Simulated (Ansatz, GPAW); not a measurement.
## A script for Mg₂Si (PBE in single-zeta orbitals)

These are simulated results from GPAW 26.7.0, not measurements. The cell was built from a prototype and was relaxed with r2SCAN in plane waves (Ansatz 0.2.0). Not every such cell is a known phase. All runs are without spin polarisation.

The symmetry is Fm-3m (No. 225, cubic); a = 6.338 Å in the conventional setting, 21.22 Å³ an atom. Si has 8 Mg at 2.74 Å; Mg has 4 Si at 2.74 Å.

The basis is minimal: single zeta, one radial function for each shell that the log's basis lists. It describes the filled bands fairly and the empty ones poorly.

The script, run.py:

```python
import json
from ase import Atoms
from gpaw import GPAW, PW, FermiDirac

atoms = Atoms(['Si', 'Mg', 'Mg'],
              cell=[[0.0, 3.168963, 3.168963], [3.168963, 0.0, 3.168963], [3.168963, 3.168963, 0.0]],
              scaled_positions=[[-0.0, 0.0, 0.0], [0.25, 0.25, 0.25], [0.75, 0.75, 0.75]],
              pbc=True)
calc = GPAW(mode='lcao', basis='sz(dzp)', h=0.2, xc='PBE', kpts={'size': (4, 4, 4), 'gamma': True},
            occupations=FermiDirac(0.02), maxiter=100, legacy_gpaw=True, txt='gpaw.txt')
atoms.calc = calc
res = {'energy': atoms.get_potential_energy(force_consistent=True)}
res['electrons'] = calc.get_number_of_electrons()
res['k'] = calc.get_ibz_k_points().tolist()
res['levels'] = [calc.get_eigenvalues(kpt=i).tolist() for i in range(len(res['k']))]
points = [[0.0, 0.0, 0.0], [0.5, 0.0, 0.5], [0.625, 0.25, 0.625], [0.375, 0.375, 0.75], [0.5, 0.5, 0.5], [0.5, 0.25, 0.75], [0.0, 0.5, 0.5]]
bands = calc.fixed_density(kpts=points, symmetry='off', txt='bands.txt')
res['points'] = [bands.get_eigenvalues(kpt=i).tolist() for i in range(len(points))]
json.dump(res, open('results.json', 'w'))
print('free energy (eV):', round(res['energy'], 5))
```

Command: `python run.py`. It took 12 s on 1 thread of Arm Neoverse V2, on a shared host, peak memory 0.17 GiB.

The log gpaw.txt, trimmed of paths, versions and times, then the last line on the terminal. An iter line gives the energy in eV and the logarithms of the changes of orbitals (plane waves alone) and density (c: converged):

```
___ ___ ___ _ _ _
 |   |   |_  | | | |

 | | | | | . | | | |

 |__ |  _|___|_____|  26.7.0
 |___|_|

Input parameters:
  basis: sz(dzp)
  h: 0.2
  kpts: {gamma: True,
         size: (4, 4, 4)}
  maxiter: 100
  mode: lcao
  occupations: {fixmagmom: False,
                name: fermi-dirac,
                width: 0.02}
  xc: PBE

System changes: positions, numbers, cell, pbc, initial_charges, initial_magmoms

Initialize ...

species:
  Si:
    name:    Silicon
    Z:       14.0
    valence: 4
    core:    10
    charge:  0.0  # [|e|]
    compensation charges:
      type: gauss
      rc: 0.33  # [Å]
      lmax: 2
    cutoffs:
      filter: 1.86  # [Å]
      core: 2.06  # [Å]
    projectors
    | kind |    occ | energy [eV] | rcut [Å] |

    |------|--------|-------------|----------|

    |   3s |  2.000 |     -10.812 |    1.058 |

    |   3p |  2.000 |      -4.081 |    1.058 |

    |    s |        |      16.399 |    1.058 |

    |    p |        |      23.130 |    1.058 |

    |    d |        |       0.000 |    1.058 |

    LCAO basis set for Si:
      Name: sz(dzp)
      Number of radial functions: 2
      Number of spherical harmonics: 4
        l=0, rc=6.8594 Bohr: 3s-sz confined orbital
        l=1, rc=9.0625 Bohr: 3p-sz confined orbital
      Number of RI-basis functions 0

  Mg:
    name:    Magnesium
    Z:       12.0
    valence: 10
    core:    2
    charge:  0.0  # [|e|]
    compensation charges:
      type: gauss
      rc: 0.33  # [Å]
      lmax: 2
    cutoffs:
      filter: 1.86  # [Å]
      core: 0.54  # [Å]
    projectors
    | kind |    occ | energy [eV] | rcut [Å] |

    |------|--------|-------------|----------|

    |   2s |  2.000 |     -79.840 |    1.090 |

    |   3s |  2.000 |      -4.705 |    1.090 |

    |   2p |  6.000 |     -46.613 |    1.085 |

    |   3p |  0.000 |      -1.330 |    1.085 |

    |    d |        |       0.000 |    1.037 |

    LCAO basis set for Mg:
      Name: sz(dzp)
      Number of radial functions: 4
      Number of spherical harmonics: 8
        l=0, rc=2.7969 Bohr: 2s-sz confined orbital
        l=0, rc=9.2344 Bohr: 3s-sz confined orbital
        l=1, rc=3.1406 Bohr: 2p-sz confined orbital
        l=1, rc=12.7188 Bohr: 3p-sz confined orbital
      Number of RI-basis functions 0

Reference energy: -18785.634028  # eV

Spin-paired calculation

Convergence criteria:
 Maximum [total energy] change in last 3 cyles: 0.0005 eV / valence electron
 Maximum integral of absolute [dens]ity change: 0.0001 electrons / valence electron
 Maximum integral of absolute [eigenst]ate change: 4e-08 eV^2 / valence electron
 Maximum number of scf [iter]ations: 100
 (Square brackets indicate name in SCF output, whereas a 'c' in
 the SCF output indicates the quantity has converged.)

Symmetries present (total): 48

  ( 1  0  0)  ( 1  0  0)  ( 1  0  0)  ( 1  0  0)  ( 1  0 -1)  ( 1  0 -1)
  ( 1  0 -1)  ( 1 -1  0)  ( 0  1  0)  ( 0  0  1)  ( 1  0  0)  ( 1 -1  0)
  ( 1 -1  0)  ( 1  0 -1)  ( 0  0  1)  ( 0  1  0)  ( 1 -1  0)  ( 1  0  0)

  ( 1  0 -1)  ( 1  0 -1)  ( 1 -1  0)  ( 1 -1  0)  ( 1 -1  0)  ( 1 -1  0)
  ( 0  1 -1)  ( 0  0 -1)  ( 1  0  0)  ( 1  0 -1)  ( 0 -1  1)  ( 0 -1  0)
  ( 0  0 -1)  ( 0  1 -1)  ( 1  0 -1)  ( 1  0  0)  ( 0 -1  0)  ( 0 -1  1)

  ( 0  1  0)  ( 0  1  0)  ( 0  1  0)  ( 0  1  0)  ( 0  1 -1)  ( 0  1 -1)
  ( 1  0  0)  ( 0  1 -1)  ( 0  0  1)  (-1  1  0)  ( 1  0 -1)  ( 0  1  0)
  ( 0  0  1)  (-1  1  0)  ( 1  0  0)  ( 0  1 -1)  ( 0  0 -1)  (-1  1  0)

  ( 0  1 -1)  ( 0  1 -1)  ( 0  0  1)  ( 0  0  1)  ( 0  0  1)  ( 0  0  1)
  ( 0  0 -1)  (-1  1  0)  ( 1  0  0)  ( 0  1  0)  ( 0 -1  1)  (-1  0  1)
  ( 1  0 -1)  ( 0  1  0)  ( 0  1  0)  ( 1  0  0)  (-1  0  1)  ( 0 -1  1)

  ( 0  0 -1)  ( 0  0 -1)  ( 0  0 -1)  ( 0  0 -1)  ( 0 -1  1)  ( 0 -1  1)
  ( 1  0 -1)  ( 0  1 -1)  ( 0 -1  0)  (-1  0  0)  ( 1 -1  0)  ( 0  0  1)
  ( 0  1 -1)  ( 1  0 -1)  (-1  0  0)  ( 0 -1  0)  ( 0 -1  0)  (-1  0  1)

  ( 0 -1  1)  ( 0 -1  1)  ( 0 -1  0)  ( 0 -1  0)  ( 0 -1  0)  ( 0 -1  0)
  ( 0 -1  0)  (-1  0  1)  ( 1 -1  0)  ( 0  0 -1)  ( 0 -1  1)  (-1  0  0)
  ( 1 -1  0)  ( 0  0  1)  ( 0 -1  1)  (-1  0  0)  ( 1 -1  0)  ( 0  0 -1)

  (-1  1  0)  (-1  1  0)  (-1  1  0)  (-1  1  0)  (-1  0  1)  (-1  0  1)
  ( 0  1  0)  ( 0  1 -1)  (-1  0  1)  (-1  0  0)  ( 0  0  1)  ( 0 -1  1)
  ( 0  1 -1)  ( 0  1  0)  (-1  0  0)  (-1  0  1)  ( 0 -1  1)  ( 0  0  1)

  (-1  0  1)  (-1  0  1)  (-1  0  0)  (-1  0  0)  (-1  0  0)  (-1  0  0)
  (-1  1  0)  (-1  0  0)  ( 0  0 -1)  ( 0 -1  0)  (-1  1  0)  (-1  0  1)
  (-1  0  0)  (-1  1  0)  ( 0 -1  0)  ( 0  0 -1)  (-1  0  1)  (-1  1  0)

64 k-points: 4 x 4 x 4 Monkhorst-Pack grid + [1/8,1/8,1/8]
8 k-points in the irreducible part of the Brillouin zone
       k-points in crystal coordinates                weights
   0:     0.00000000    0.00000000    0.00000000          1/64
   1:     0.25000000    0.25000000    0.00000000          6/64
   2:     0.25000000    0.25000000    0.25000000          8/64
   3:     0.50000000    0.25000000   -0.25000000          6/64
   4:     0.50000000    0.25000000    0.25000000         12/64
   5:     0.50000000    0.50000000    0.00000000          3/64
   6:     0.50000000    0.50000000    0.25000000         24/64
   7:     0.50000000    0.50000000    0.50000000          4/64

Wave functions: LCAO
  Diagonalizer: Serial LAPACK
  Atomic Correction: dense with blas
  Data-type: complex

Occupation numbers: Fermi-Dirac:
  width: 0.0200  # eV

Eigensolver
   LCAO using direct dense diagonalizer

Densities:
  Coarse grid: 20*20*20 grid
  Fine grid: 40*40*40 grid
  Total Charge: 0.000000

Density mixing:
  Method: separate
  Backend: msr1
  Linear mixing parameter: 0.05
  old densities: 10
  Width of damping distribution: 1.1
  Damping of long wavelength oscillations: 20

Hamiltonian:
  XC and Coulomb potentials evaluated on a 40*40*40 grid
  Using the PBE Exchange-Correlation functional
  Interpolation: tri-quintic (5. degree polynomial)
  Poisson solver: FastPoissonSolver using
    Stencil: 12*3+1=37 point O(h^6) finite-difference Laplacian
    FFT axes: [np.int64(0), np.int64(1), np.int64(2)]
    FST axes: []

XC parameters: PBE with 2 nearest neighbor stencil

Memory estimate:
  Process memory now: 114.79 MiB
  Calculator: 23.33 MiB
    Density: 11.58 MiB
      Arrays: 1.59 MiB
      Localized functions: 8.77 MiB
      Mixer: 1.22 MiB
    Hamiltonian: 1.66 MiB
      Arrays: 1.04 MiB
      XC: 0.00 MiB
      Poisson: 0.00 MiB
      vbar: 0.62 MiB
    Wavefunctions: 10.09 MiB
      C [qnM]: 0.05 MiB
      S, T [2 x qmm]: 0.10 MiB
      P [aqMi]: 0.01 MiB
      BasisFunctions: 9.94 MiB
      Eigensolver: 0.00 MiB

Total number of cores used: 1

Number of atoms: 3
Number of atomic orbitals: 20
Number of bands in calculation: 19
Number of valence electrons: 24
Bands to converge: occupied
Positions:
   0 Si     0.000000    0.000000    0.000000    ( 0.0000,  0.0000,  0.0000)
   1 Mg     1.584482    1.584482    1.584482    ( 0.0000,  0.0000,  0.0000)
   2 Mg     4.753445    4.753445    4.753445    ( 0.0000,  0.0000,  0.0000)

Unit cell:
           periodic     x           y           z      points  spacing
  1. axis:    yes    0.000000    3.168963    3.168963    20     0.1830
  2. axis:    yes    3.168963    0.000000    3.168963    20     0.1830
  3. axis:    yes    3.168963    3.168963    0.000000    20     0.1830

  Lengths:   4.481590   4.481590   4.481590
  Angles:   60.000000  60.000000  60.000000

Effective grid spacing dv^(1/3) = 0.1996

iter:   1    -7.970547        c
iter:   2    -7.898810        c -1.19
iter:   3    -7.615155        c -1.23
iter:   4    -7.617389        c -1.89
iter:   5    -7.618202c       c -2.18
iter:   6    -7.618178c       c -3.40
iter:   7    -7.618171c       c -4.26c

Converged after 7 iterations.

Energy contributions relative to reference atoms: (reference = -18785.634028)

Kinetic:         +0.392545
Potential:       +3.825452
External:        +0.000000
XC:             -11.867958
Entropy (-ST):   -0.000000
Local:           +0.031790
SIC:             +0.000000
--------------------------
Free energy:     -7.618171
Extrapolated:    -7.618171

Showing only first 2 kpts
 Kpt  Band  Eigenvalues  Occupancy
  0    10      4.64721    1.99999
  0    11      4.64721    1.99999
  0    12      6.27938    0.00000
  0    13      7.14072    0.00000

  1    10      3.03462    2.00000
  1    11      3.03471    2.00000
  1    12      5.78256    0.00000
  1    13      7.06381    0.00000

Fermi level: 4.89722

Gap: 0.500 eV
Transition (v -> c):
  (s=0, k=0, n=11, [0.00, 0.00, 0.00]) -> (s=0, k=5, n=12, [0.50, 0.50, 0.00])
Direct/indirect transitions are different
Direct gap: 1.632 eV
Transition at: (s=0, k=0, n=11, [0.00, 0.00, 0.00])

free energy (eV): -7.61817
```

The gap in the log is over the mesh alone; results.json adds the listed points. PBE in single-zeta orbitals gives a gap of 0.50 eV. On the same cell, plane-wave PBE (Ansatz, 8×8×8 k points and the special points) gives a gap of 0.20 eV and r2SCAN a gap of 0.45 eV; on shared hosts these took about 1.7 and 5.2 core-seconds on the 3-atom cell, against 12 for the script. Semilocal gaps usually lie below measured ones.
